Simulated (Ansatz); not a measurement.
## NiO and the effect of the fixed moment of the cell

```
Ni O
1.0
     0.00000    2.09131    2.09131
     2.09131    0.00000    2.09131
     2.09131    2.09131    0.00000
Ni O
1 1
Direct
  0.00000 0.00000 0.00000
  0.50000 0.50000 0.50000
```

The cell comes from a database or a generator and needn't be the form met in nature.

Kept alike: task single point; functional PBE; k mesh 9 × 9 × 9; occupations fermi-dirac, width 0.05 eV. Program: Ansatz, Ansatz PAW, cutoff 420 eV. The mesh is that of the run's cell of 2 atoms. No spin-orbit coupling.

| run | pressure (GPa) | largest site moment (μB) | free energy over the lowest row (meV/atom) |
| --- | --- | --- | --- |
| A | 7.20 | 1.58 | 5.88 |
| B | -1.10 | 0.85 | 18.98 |
| C | -3.42 | 0.00 | 48.31 |
| D | -2.56 | 0.43 | 42.44 |
| E | -0.10 | 1.00 | 11.02 |
| F | -3.22 | 0.17 | 47.61 |
| G | -1.82 | 0.68 | 29.00 |
| H | 1.98 | 1.23 | 0.00 |

Pressure is positive in compression, with a Pulay correction for the finite cutoff. The measured crystal is an antiferromagnetic insulator; a metallic or parallel state is the runs' own. The runs hold the magnetic state that their start led to, which needn't be the lowest. Site moments count inside each atom's sphere or projector.

Task: The runs differ in the fixed moment of the cell alone: 0; 0.2; 0.5; 0.8; 1; 1.2; 1.5; 2 μB. Which run is which?

Result: Run A is 2 μB; run B is 1 μB; run C is 0 μB; run D is 0.5 μB; run E is 1.2 μB; run F is 0.2 μB; run G is 0.8 μB; run H is 1.5 μB. The pressure rises from -3.42 to 7.20 GPa between 0 and 2 μB. The largest site moment rises from 0.00 to 1.58 μB between 0 and 2 μB. The free energy is lowest at 1.5, and 48.31 meV an atom higher at 0.
